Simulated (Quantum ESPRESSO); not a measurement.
# Fitting the PBEsol energy curve of Si

Space group Fd-3m:1 (No. 227). a = 5.427 Å, b = 5.427 Å, c = 5.427 Å, α = 90.00°, β = 90.00°, γ = 90.00°
```
atom  site  symmetry       x       y       z
  Si    8a      -43m  0.2500  0.2500  0.2500
```

The cell was scaled at fixed shape and fractions and run with Quantum ESPRESSO, GBRV 1.5 PBEsol, cutoff 612 eV; PBEsol, k mesh 10 × 10 × 10 on the cell of 2 atoms, fixed occupations, no spin polarisation, no spin-orbit coupling.

| V (Å³/atom) | energy over the lowest row (meV/atom) |
| --- | --- |
| 18.7822 | 25.72 |
| 19.1818 | 11.50 |
| 19.5814 | 3.12 |
| 19.9810 | 0.00 |
| 20.3807 | ? |
| 20.7803 | 7.53 |
| 21.1799 | 17.27 |

Task: Fit the third-order Birch-Murnaghan form, give V0, B0 and B′, and predict the energy left open.

Result: With y = (V0/V)^(2/3), E = E0 + (9 V0 B0/16) [(y - 1)³ B′ + (y - 1)² (6 - 4y)]. Least squares through the rows shown give V0 = 20.0374 Å³/atom, E0 = -0.04 meV, B0 = 93.81 GPa (1 eV/Å³ = 160.218 GPa) and B′ = 4.23, with a largest miss of 0.01 meV. At V = 20.3807 the form with these constants gives 1.63 meV; the run gave 1.63 meV an atom. Other set-ups at this level, from all their volumes (Å³/atom, GPa): Quantum ESPRESSO, PseudoDojo 0.4.1 SR PBEsol standard: V0 20.027, B0 93.3.

The fit places the minimum at 20.0374 Å³/atom, slightly above the volume of the listed cell, and the omitted energy is recovered at 1.63 meV. Since that point lies between fitted volumes, this confirms a smooth curve and a sound interpolation, but hardly tests the form under strong compression.

Uniform scaling keeps the tetrahedral angles fixed, so the modulus mainly measures the resistance of the directional sp³ bonds to changes in length. The energy rises faster on compression because Pauli repulsion and the kinetic energy of the confined valence electrons grow quickly, while bonding weakens more gradually on expansion. B′ = 4.23 expresses this as a stiffening under pressure.

The second pseudopotential set gives nearly the same volume and modulus, which suggests that the core description matters little here. The volume is close to experiment, but the modulus is somewhat low, probably a remaining error of the semilocal functional. A curve for the diamond structure alone cannot locate the pressure at which silicon transforms to its denser, metallic β-tin form.
